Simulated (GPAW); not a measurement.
Crystal: ZnS.

```xyz
2
Lattice="0.0000 2.7020 2.7020 2.7020 0.0000 2.7020 2.7020 2.7020 0.0000" Properties=species:S:1:pos:R:3 pbc="T T T"
Zn    4.0530    4.0530    4.0530
S     0.0000    0.0000    0.0000
```

| Item | Value |
| --- | --- |
| Program | GPAW 26.7.0 |
| Task | relaxation of cell and atoms |
| Functional | RPBE |
| Dispersion | D3(BJ) |
| Potentials or basis | the program's PAW data sets (release 1.2.1) made for this functional |
| Cutoff | 600 eV |
| Basis | pw |
| k mesh | 9 × 9 × 9 |
| Occupations | fermi-dirac, width 0.05 eV |
| Spin | no spin polarisation |

At the start: pressure -5.7 GPa; volume 19.73 Å³/atom.

Problem. Where does the relaxation end?

Solution. Over 4 steps the energy falls by 28.1 meV/atom and the volume is 18.23 Å³/atom (-7.6 %); space group F-43m (No. 216, to 0.05 Å).

Step by step:
```tsv
step	energy change (eV)	largest force (eV/Å)	pressure (GPa)	volume (Å³)
1	0.0000	0.0000	-5.69	39.45
2	-0.0190	0.0000	-4.76	38.87
3	-0.0557	0.0000	0.53	36.22
4	-0.0561	0.0000	-0.04	36.46
```

Final structure:
```
Zn S
1.0
     0.00000    2.63180    2.63180
     2.63180    0.00000    2.63180
     2.63180    2.63180    0.00000
Zn S
1 1
Direct
  0.75000 0.75000 0.75000
  0.00000 0.00000 0.00000
```

Caveat: later steps reuse the first step's grids.
